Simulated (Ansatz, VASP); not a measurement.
# Y in VASP and in Ansatz

```
CELL_PARAMETERS angstrom
3.64254 0.00000 0.00000
-1.82127 3.15454 0.00000
0.00000 0.00000 11.84413
ATOMIC_POSITIONS crystal
Y 0.66667 0.33333 0.75000
Y 0.00000 0.00000 0.50000
Y 0.33333 0.66667 0.25000
Y 0.00000 0.00000 0.00000
```

Alike in both runs: task single point; functional PBE; k mesh 8 × 8 × 3; occupations fermi-dirac, width 0.05 eV; no spin polarisation.

|  | VASP | Ansatz |
| --- | --- | --- |
| version | VASP 6.6.1 | Ansatz 0.2.0 |
| potentials or method | VASP PAW PBE potentials, release 64 (Y_sv) | Ansatz PAW |
| plane-wave cutoff (eV) | 520 | 420 |
| valence electrons in the cell | 44 | 44 |

```tsv
	VASP	Ansatz	Ansatz less VASP
gap on the k mesh at the Fermi level (eV)	none	none	-
pressure (GPa)	-1.8	-1.7	+0.11
largest component of the traceless stress (GPa)	0.38	0.38	+0.005
```

A gap of «none» marks a metal or a gap that the smearing closes. With one functional, cell and mesh, what is left measures potentials, basis and numerics.
